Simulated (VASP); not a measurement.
# SiC (Moissanite 3C) (F-43m) in VASP: notebook

One crystal, SiC (Moissanite 3C), is run at these levels: PBEsol, AM05; tasks: relaxation of cell and atoms.

Everything below comes from runs of VASP 6.6.1. Logs are shortened: lines on timing, memory, paths and dates and some standing lists are left out, and cuts for length are marked.

## (1) Starting point

Symmetry: F-43m, No. 216, cubic system. The conventional cell has a = 4.358 Å, b = 4.358 Å, c = 4.358 Å, α = 90.00°, β = 90.00°, γ = 90.00°. Si (site symmetry -43m) is surrounded by 4 C at 1.89 Å. C (site symmetry -43m) is surrounded by 4 Si at 1.89 Å.

## (2) Relaxation of cell and atoms, PBEsol

INCAR reads:

```
SYSTEM = SiC
  ALGO = Normal
  EDIFF = 1E-7
  EDIFFG = -0.005
  ENCUT = 600
  GGA = PS
  IBRION = 2
  ISIF = 3
  ISMEAR = 0
  LASPH = .TRUE.
  LCHARG = .FALSE.
  LREAL = .FALSE.
  LWAVE = .FALSE.
  NELM = 80
  NSW = 90
  PREC = Accurate
  SIGMA = 0.03
```

KPOINTS reads:

```
k-points
0
G
  10 10 10
  0 0 0
```

POSCAR reads:

```
SiC                                     
1.0
    0.0000000000      2.1790000000      2.1790000000
    2.1790000000      0.0000000000      2.1790000000
    2.1790000000      2.1790000000      0.0000000000
  Si              C             
     1     1
Direct
     0.0000000000000000    0.0000000000000000    0.0000000000000000
     0.2500000000000000    0.2500000000000000    0.2500000000000000
```

Potentials or basis: VASP PAW PBE potentials, release 64 (Si, C).

Started as:

```sh
cat potpaw_PBE.64/Si/POTCAR potpaw_PBE.64/C/POTCAR > POTCAR
mpirun -np 1 vasp_std > vasp.out
```

OUTCAR:

```text
SYSTEM = SiC
   EDIFF = 1E-7
   EDIFFG = -0.005
   ENCUT = 600
   GGA = PS
   IBRION = 2
   ISIF = 3
   ISMEAR = 0
   LASPH = .TRUE.
   LREAL = .FALSE.
   NELM = 80
   NSW = 90
   PREC = Accurate

 ion  position               nearest neighbor table
   1  0.000  0.000  0.000-   2 1.89   2 1.89   2 1.89   2 1.89
   2  0.250  0.250  0.250-   1 1.89   1 1.89   1 1.89   1 1.89

  LATTYP: Found a face centered cubic cell.
 ALAT       =     4.3580000000

  Lattice vectors:

 A1 = (   0.0000000000,   2.1790000000,   2.1790000000)
 A2 = (   2.1790000000,   0.0000000000,   2.1790000000)
 A3 = (   2.1790000000,   2.1790000000,   0.0000000000)

Analysis of symmetry for initial positions (statically):
=====================================================================
 Subroutine PRICEL returns:
 Original cell was already a primitive cell.

 Routine SETGRP: Setting up the symmetry group for a
 face centered cubic supercell.

 Subroutine GETGRP returns: Found 24 space group operations
 (whereof 24 operations were pure point group operations)
 out of a pool of 48 trial point group operations.

The static configuration has the point symmetry T_d .

Analysis of symmetry for dynamics (positions and initial velocities):
=====================================================================
 Subroutine PRICEL returns:
 Original cell was already a primitive cell.

 Routine SETGRP: Setting up the symmetry group for a
 face centered cubic supercell.

 Subroutine GETGRP returns: Found 24 space group operations
 (whereof 24 operations were pure point group operations)
 out of a pool of 48 trial point group operations.

The dynamic configuration has the point symmetry T_d .

 Subroutine INISYM returns: Found 24 space group operations
 (whereof 24 operations are pure point group operations),
 and found     1 'primitive' translations

----------------------------------------------------------------------------------------

                                     Primitive cell

  volume of cell :      20.6920

  direct lattice vectors                    reciprocal lattice vectors
     0.000000000  2.179000000  2.179000000    -0.229463056  0.229463056  0.229463056
     2.179000000  0.000000000  2.179000000     0.229463056 -0.229463056  0.229463056
     2.179000000  2.179000000  0.000000000     0.229463056  0.229463056 -0.229463056

  length of vectors
     3.081571352  3.081571352  3.081571352     0.397441672  0.397441672  0.397441672

[... 86 lines left out ...]
   ISIF   =      3    stress and relaxation
   ISYM   =      2    0-nonsym 1-usesym 2-fastsym
   POTIM  = 0.5000    time-step for ionic-motion
   TEBEG  =    0.0;   TEEND  =   0.0 temperature during run
   PSTRESS=    0.0 pullay stress
   NELECT =       8.0000    total number of electrons
   NUPDOWN=      -1.0000    fix difference up-down
   EMIN   =  10.00;   EMAX   =-10.00  energy-range for DOS
   EFERMI =   0.00;   METHOD = LEGACY
   ISMEAR =     0;   SIGMA  =   0.03  broadening in eV -4-tet -1-fermi 0-gaus
   EFERMI_NEDOS =   21; number of points for ismear=-14 and -15
   IALGO  =     38    algorithm
   IMIX   =      4    mixing-type and parameters
     AMIX     =   0.40;   BMIX     =  1.00
     AMIX_MAG =   1.60;   BMIX_MAG =  1.00
  volume/ion in A,a.u.               =      10.35        69.82
  Fermi-wavevector in a.u.,A,eV,Ry     =   1.192626  2.253736 19.352338  1.422357
  Thomas-Fermi vector in A             =   2.328660
   LORBIT       =      0    0 simple, 1 ext, 2 COOP (PROOUT), +10 PAW based schemes
   GGA     = PS    functional components
   LHFCALC =     F    Hartree Fock is set to
   AEXX    =    0.0000 exact exchange contribution
   IVDW    =     0    specifies the selected vdW correction
   LEPSILON=     F    determine dielectric tensor
   LRPA    =     F    only Hartree local field effects (RPA)
 conjugate gradient relaxation of ions
 non-spin polarized calculation
 Gauss-broadening in eV      SIGMA  =   0.03
  energy-cutoff  :      600.00
  volume of cell :       20.69
 maximum number of plane-waves:       701
 NGX is ok and might be reduce to    28
   NGX = 13   NGY = 13   NGZ = 13

 number of electron       8.0000000 magnetization

 Free energy of the ion-electron system (eV)
  ---------------------------------------------------
  ext. energy  EPLUGINS =         0.00000000
  ---------------------------------------------------
  free energy    TOTEN  =       -15.91610824 eV

  energy without entropy =      -15.91610824  energy(sigma->0) =      -15.91610824

 E-fermi :   8.1959     XC(G=0): -11.5048

 val. band max:        8.0559500106   @ k =   0.0000   0.0000   0.0000
 cond. band min:       9.2901665113   @ k =   0.5000   0.5000   0.0000
 fundamental gap:      1.2342165007
 Fermi energy:         8.1959029874

 k-point     1 :       0.0000    0.0000    0.0000
  band No.  band energies     occupation
      1      -7.3681      2.00000
      2       8.0559      2.00000
      3       8.0559      2.00000
      4       8.0560      2.00000
      5      14.2428      0.00000
      6      15.2991      0.00000
      7      15.2991      0.00000
      8      15.2991      0.00000
[... 243 lines left out ...]
 k-point    24 :       0.4000    0.3000    0.0000
  band No.  band energies     occupation
      1      -4.2085      2.00000
      2       2.4699      2.00000
      3       4.8721      2.00000
      4       5.4098      2.00000
      5      10.8128      0.00000
      6      13.5682      0.00000
      7      19.6090      0.00000
      8      19.9188      0.00000

 [... further k-points ...]

------------------------ aborting loop because EDIFF is reached ----------------------------------------

  FORCE on cell =-STRESS in cart. coord.  units (eV):
  Direction    XX          YY          ZZ          XY          YZ          ZX
  --------------------------------------------------------------------------------------
  -------------------------------------------------------------------------------------
  Total        0.0051827      0.0051827      0.0051827      0.0000000     -0.0000000      0.0000000
  in kB        0.4012955      0.4012955      0.4012955      0.0000000     -0.0000000      0.0000000
  external PRESSURE =       0.4012955 kB  Pullay stress =       0.0000000 kB

 VOLUME and BASIS-vectors are now :
 -----------------------------------------------------------------------------
  energy-cutoff  :      600.00
  volume of cell :       20.69
      direct lattice vectors                 reciprocal lattice vectors
     0.000000000  2.179000000  2.179000000    -0.229463056  0.229463056  0.229463056
     2.179000000  0.000000000  2.179000000     0.229463056 -0.229463056  0.229463056
     2.179000000  2.179000000  0.000000000     0.229463056  0.229463056 -0.229463056

 POSITION                                       TOTAL-FORCE (eV/Angst)
 -----------------------------------------------------------------------------------
      0.00000      0.00000      0.00000         0.000000      0.000000      0.000000
      1.08950      1.08950      1.08950        -0.000000     -0.000000     -0.000000
 -----------------------------------------------------------------------------------
    total drift:                               -0.000000     -0.000000     -0.000000

  FREE ENERGIE OF THE ION-ELECTRON SYSTEM (eV)
  ---------------------------------------------------
  free  energy   TOTEN  =       -15.9161082404 eV

  energy  without entropy=      -15.9161082404  energy(sigma->0) =      -15.91610824

 reached required accuracy - stopping structural energy minimisation
```

OSZICAR:

```text
N       E                     dE             d eps       ncg     rms          rms(c)
DAV:   1     0.665876883158E+01    0.66588E+01   -0.43995E+03   768   0.950E+02
DAV:   2    -0.172865907760E+02   -0.23945E+02   -0.22589E+02  1064   0.115E+02
DAV:   3    -0.177115519349E+02   -0.42496E+00   -0.42496E+00   888   0.192E+01
DAV:   4    -0.177128868560E+02   -0.13349E-02   -0.13349E-02  1160   0.116E+00
DAV:   5    -0.177128871688E+02   -0.31279E-06   -0.31279E-06   880   0.174E-02    0.873E+00
DAV:   6    -0.159997549940E+02    0.17131E+01   -0.70912E+00   808   0.150E+01    0.389E+00
DAV:   7    -0.159304719798E+02    0.69283E-01   -0.33522E-01  1136   0.405E+00    0.175E+00
DAV:   8    -0.159160924903E+02    0.14379E-01   -0.19422E-02   824   0.120E+00    0.155E-01
DAV:   9    -0.159160681677E+02    0.24323E-04   -0.77042E-04  1160   0.220E-01    0.102E-01
DAV:  10    -0.159161080555E+02   -0.39888E-04   -0.84919E-05  1000   0.728E-02    0.214E-02
DAV:  11    -0.159161080365E+02    0.19011E-07   -0.12705E-05  1008   0.223E-02    0.411E-03
DAV:  12    -0.159161082022E+02   -0.16578E-06   -0.52930E-07   848   0.571E-03    0.756E-04
DAV:  13    -0.159161082404E+02   -0.38215E-07   -0.34074E-08   536   0.159E-03
   1 F= -.15916108E+02 E0= -.15916108E+02  d E =-.159161E+02
```

CONTCAR:

```text
SiC
   1.00000000000000
     0.0000000000000000    2.1789999999999998    2.1789999999999998
     2.1789999999999998    0.0000000000000000    2.1789999999999998
     2.1789999999999998    2.1789999999999998    0.0000000000000000
  Si              C
     1     1
Direct
     0.0000000000000000    0.0000000000000000    0.0000000000000000
     0.2500000000000000    0.2500000000000000    0.2500000000000000

  0.00000000E+00  0.00000000E+00  0.00000000E+00
  0.00000000E+00  0.00000000E+00  0.00000000E+00
```

Wall time 14 s (1 thread of Intel Xeon Platinum 8488C (Sapphire Rapids), shared host); peak memory 0.15 GiB.

What came out:

| Property | Result |
| --- | --- |
| Free energy | -15.9161 eV |
| Pressure after relaxing | 0.0 GPa |
| Band gap on the k mesh | 1.23 eV, indirect (least direct gap 4.44 eV) |

Final structure:
```yaml
crystal:
  lattice:
    - [0.00000, 2.17900, 2.17900]
    - [2.17900, 0.00000, 2.17900]
    - [2.17900, 2.17900, 0.00000]
  atoms:
    - { symbol: Si, position: [0.00000, 0.00000, 0.00000] }
    - { symbol: C, position: [0.25000, 0.25000, 0.25000] }
```

Caveat: the relaxation stopped at its first step, so nothing moved; the PAW data sets were made with another functional, which shifts forces and pressure a little. A k mesh can miss the band edges.

## (3) Relaxation of cell and atoms, AM05

INCAR reads:

```
SYSTEM = SiC
PREC = Accurate
ENCUT = 600
EDIFF = 1E-6
ISMEAR = 0
SIGMA = 0.03
LREAL = .False.
LASPH = .True.
NELM = 80
ALGO = Normal
ISIF = 3
LWAVE = .False.
LCHARG = .False.
GGA = AM
IBRION = 2
NSW = 90
EDIFFG = -0.01
```

KPOINTS reads:

```
regular mesh
0
Gamma
  10 10 10
  0 0 0
```

POSCAR reads:

```
SiC
1.0
    0.0000000000      2.1790000000      2.1790000000
    2.1790000000      0.0000000000      2.1790000000
    2.1790000000      2.1790000000      0.0000000000
Si C
1 1
Direct
    0.0000000000      0.0000000000      0.0000000000
    0.2500000000      0.2500000000      0.2500000000
```

Potentials or basis: VASP PAW PBE potentials, release 64 (Si, C).

Started as:

```sh
cat potpaw_PBE.64/Si/POTCAR potpaw_PBE.64/C/POTCAR > POTCAR
mpirun -np 1 vasp_std > vasp.out
```

OUTCAR:

```text
SYSTEM = SiC
   PREC = Accurate
   ENCUT = 600
   EDIFF = 1E-6
   ISMEAR = 0
   LREAL = .False.
   LASPH = .True.
   NELM = 80
   ISIF = 3
   GGA = AM
   IBRION = 2
   NSW = 90
   EDIFFG = -0.01

 ion  position               nearest neighbor table
   1  0.000  0.000  0.000-   2 1.89   2 1.89   2 1.89   2 1.89
   2  0.250  0.250  0.250-   1 1.89   1 1.89   1 1.89   1 1.89

  LATTYP: Found a face centered cubic cell.
 ALAT       =     4.3580000000

  Lattice vectors:

 A1 = (   0.0000000000,   2.1790000000,   2.1790000000)
 A2 = (   2.1790000000,   0.0000000000,   2.1790000000)
 A3 = (   2.1790000000,   2.1790000000,   0.0000000000)

Analysis of symmetry for initial positions (statically):
=====================================================================
[... 262 lines left out ...]
 fundamental gap:      1.2326612369
 Fermi energy:         8.2622735948

 k-point     1 :       0.0000    0.0000    0.0000
  band No.  band energies     occupation
      1      -7.3145      2.00000
      2       8.1049      2.00000
      3       8.1049      2.00000
      4       8.1049      2.00000
      5      14.3685      0.00000
      6      15.3567      0.00000
      7      15.3567      0.00000
      8      15.3567      0.00000
[... 243 lines left out ...]
 k-point    24 :       0.4000    0.3000    0.0000
  band No.  band energies     occupation
      1      -4.1487      2.00000
      2       2.5318      2.00000
      3       4.9164      2.00000
      4       5.4532      2.00000
      5      10.8641      0.00000
      6      13.6470      0.00000
      7      19.6968      0.00000
      8      19.9878      0.00000

 [... further k-points ...]

------------------------ aborting loop because EDIFF is reached ----------------------------------------

  FORCE on cell =-STRESS in cart. coord.  units (eV):
  Direction    XX          YY          ZZ          XY          YZ          ZX
  --------------------------------------------------------------------------------------
  -------------------------------------------------------------------------------------
  Total        0.0013210      0.0013210      0.0013210      0.0000000      0.0000000     -0.0000000
  in kB        0.1024917      0.1024917      0.1024917      0.0000000      0.0000000     -0.0000000
  external PRESSURE =       0.1024917 kB  Pullay stress =       0.0000000 kB
[... 17 lines left out ...]
  FREE ENERGIE OF THE ION-ELECTRON SYSTEM (eV)
  ---------------------------------------------------
  free  energy   TOTEN  =       -15.5853319469 eV

  energy  without entropy=      -15.5853319469  energy(sigma->0) =      -15.58533195

 reached required accuracy - stopping structural energy minimisation
```

Wall time 11 s (1 thread of Intel Xeon 6975P-C (Granite Rapids), shared host); peak memory 0.15 GiB.

Results:

```yaml
Free_energy: -15.5853 eV
Relaxed_volume: 10.32 Å³/atom
Relaxed_cell: a = 3.079 Å, b = 3.079 Å, c = 3.079 Å, α = 60.00°, β = 60.00°, γ = 60.00°
Space_group_after_relaxing_to_0.05_Å: F-43m (No. 216)
Energy_gained_by_relaxing: 0.0 meV/atom
Ionic_steps: 3
Pressure_after_relaxing: 0.0 GPa
Band_gap_on_the_k_mesh: 1.23 eV, indirect (least direct gap 4.45 eV)
```

Final structure:
```
CELL_PARAMETERS angstrom
0.00000 2.17752 2.17752
2.17752 0.00000 2.17752
2.17752 2.17752 0.00000
ATOMIC_POSITIONS crystal
Si 0.00000 0.00000 0.00000
C 0.25000 0.25000 0.25000
```

Levels at points of the mesh, in eV from the valence-band top:
```tsv
k point	band 1	band 2	band 3	band 4	band 5	band 6	band 7	band 8
(0.00, 0.00, 0.00)	-15.42	0.00	0.00	0.00	6.26	7.25	7.25	7.25
(0.50, 0.00, 0.00)	-11.80	-8.60	-1.06	-1.06	5.43	7.14	7.14	9.93
(0.50, 0.50, 0.00)	-10.34	-7.83	-3.22	-3.22	1.23	4.23	13.98	13.98
```

Caveat: the PAW data sets were made with another functional, which shifts forces and pressure a little. A k mesh can miss the band edges.

[end of part 1 of 2]
